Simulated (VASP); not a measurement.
# Be: single point with revPBE

Be:

```
Be
1.0
     0.00000    1.59142    1.59142
     1.59142    0.00000    1.59142
     1.59142    1.59142    0.00000
Be
1
Direct
  0.00000 0.00000 0.00000
```

This isn't the form of Be at room conditions, which is hcp.

```
Program             : VASP 6.6.1
Task                : single point
Functional          : revPBE
Potentials or basis : VASP PAW PBE potentials, release 64 (Be)
Cutoff              : 520 eV
k mesh              : 28 × 28 × 28
Occupations         : fermi-dirac, width 0.1 eV
Spin                : no spin polarisation
```

```yaml
Pressure: 0.1 GPa
Band_gap_on_the_k_mesh: none (metal or under the smearing width)
```

Levels at points of the mesh, in eV from the Fermi level:
```tsv
k point	band 1	band 2	band 3	band 4	band 5	band 6
(0.00, 0.00, 0.00)	-11.72	19.32	19.32	19.32	28.66	28.66
(0.50, 0.00, 0.00)	-5.13	-0.03	16.41	16.41	25.86	25.86
(0.50, 0.50, 0.00)	-2.54	3.76	9.51	9.51	14.95	22.34
```

Run time: 16 s on 1 thread of Intel(R) Xeon(R) Platinum 8559C (Emerald Rapids) (shared host), peak memory 0.14 GiB.

Caveat: the PAW data sets were made with another functional, which shifts forces and pressure a little.
